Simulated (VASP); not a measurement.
Input of a VASP 6.6.1 run:

The input INCAR:

```
SYSTEM = InAs
PREC = Accurate
ENCUT = 520
EDIFF = 1E-6
ISMEAR = 0
SIGMA = 0.05
LREAL = .FALSE.
LASPH = .TRUE.
NELM = 100
ALGO = Normal
ISIF = 2
LWAVE = .FALSE.
LCHARG = .TRUE.
GGA = RP
LELF = .TRUE.
LVHAR = .TRUE.
NBANDS = 16
```

KPOINTS

```
Automatic mesh
0
G
  6 6 6
  0 0 0
```

The input POSCAR:

```
InAs
1.0
    0.0000000000      3.1288038453      3.1288038453
    3.1288038453      0.0000000000      3.1288038453
    3.1288038453      3.1288038453      0.0000000000
In As
1 1
Direct
    0.0000000000      0.0000000000      0.0000000000
    0.7500000000      0.7500000000      0.7500000000
```

Potentials or basis: VASP PAW PBE potentials, release 64 (In_d, As).

Launch:

```bash
$ cat potpaw_PBE.64/In_d/POTCAR potpaw_PBE.64/As/POTCAR > POTCAR
$ mpirun -np 1 vasp_std > vasp.out
```

(1) Predict the band gap on the k mesh.

(2) Predict the pressure.

Results:

(1) zero (filled and empty bands touch).

(2) 0.0 GPa.

Caveat: the PAW data sets were made with another functional, which shifts forces and pressure a little; spin-orbit coupling is left out, which moves the levels of the heavy elements.

**The experiment to reproduce.**

From a printed reference work, data compilation, for a bulk crystal of InAs at 4.2 K: band gap 0.418 eV (direct).

A measured gap of InAs is 0.418 eV (direct; 4.2 K; a printed reference work, data compilation); the calculated 0.00 eV misses it by -0.42 eV. Spin-orbit coupling on As, In is left out. The value is that of RPBE on a finite k mesh, which can miss the band edges, without temperature or zero-point motion. Semilocal functionals fall short of measured gaps as a rule.
